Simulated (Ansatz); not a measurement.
# Si2Ni: single point with PBE

Si2Ni:

```
CELL_PARAMETERS angstrom
0.00000 2.70300 2.70300
2.70300 0.00000 2.70300
2.70300 2.70300 0.00000
ATOMIC_POSITIONS crystal
Ni 0.00000 0.00000 0.00000
Si 0.75000 0.75000 0.75000
Si 0.25000 0.25000 0.25000
```

* Program: Ansatz 0.2.0
* Task: single point
* Functional: PBE
* Potentials or basis: Ansatz PAW
* Cutoff: 420 eV (not typed: the program's choice for these potentials)
* k mesh: 9 × 9 × 9
* Occupations: gaussian, width 0.022 eV
* Spin: collinear spin, ferromagnetic start
* Starting moments: [1.0, 0.0, 0.0] μB

The pressure is 4.0 GPa and the band gap on the k mesh is none (metal or under the smearing width). The net moment is 0.00 μB per cell. The absolute moment is 0.00 μB per cell.

Levels at points of the mesh, in eV from the Fermi level:
Spin up:
| k point | band 11 | band 12 | band 13 | band 14 | band 15 | band 16 |
| --- | --- | --- | --- | --- | --- | --- |
| (0.00, 0.00, 0.00) | -0.37 | 1.66 | 1.66 | 1.66 | 2.19 | 2.19 |
Spin down:
| k point | band 11 | band 12 | band 13 | band 14 | band 15 | band 16 |
| --- | --- | --- | --- | --- | --- | --- |
| (0.00, 0.00, 0.00) | -0.37 | 1.66 | 1.66 | 1.66 | 2.19 | 2.19 |

Wall time 2 s on 2 threads of Intel(R) Xeon(R) 6975P-C (Granite Rapids), on a shared host, peak memory 0.4 GiB.

Caveat: the starting moments weren't kept.
